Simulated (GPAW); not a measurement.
The system is Fe3Ge.

```
CELL_PARAMETERS angstrom
3.66050 0.00000 0.00000
0.00000 3.66050 0.00000
0.00000 0.00000 3.66050
ATOMIC_POSITIONS crystal
Ge 0.00000 0.00000 0.00000
Fe 0.50000 0.00000 0.50000
Fe 0.50000 0.50000 0.00000
Fe 0.00000 0.50000 0.50000
```

The cell comes from a database or a generator and needn't be the stable form of this composition.

Base run:

```yaml
Program: GPAW 26.7.0
Functional: PBEsol
Potentials_or_basis: PAW data sets generated in the run's folder for this functional
Cutoff: 600 eV
Basis: pw
k_mesh: 7 × 7 × 7
Occupations: fermi-dirac, width 0.05 eV
Spin: no spin polarisation
```

Its results: band gap on the k mesh none (metal or under the smearing width); pressure -22.9 GPa.

**Question.** The run is repeated on the same cell with these changes: spin from no spin polarisation to collinear spin, ferromagnetic start. What comes out?

**Answer.** Band gap on the k mesh none (metal or under the smearing width); pressure -9.9 GPa; net moment 6.40 μB per cell; site moments Ge -0.08; Fe +2.16 μB.
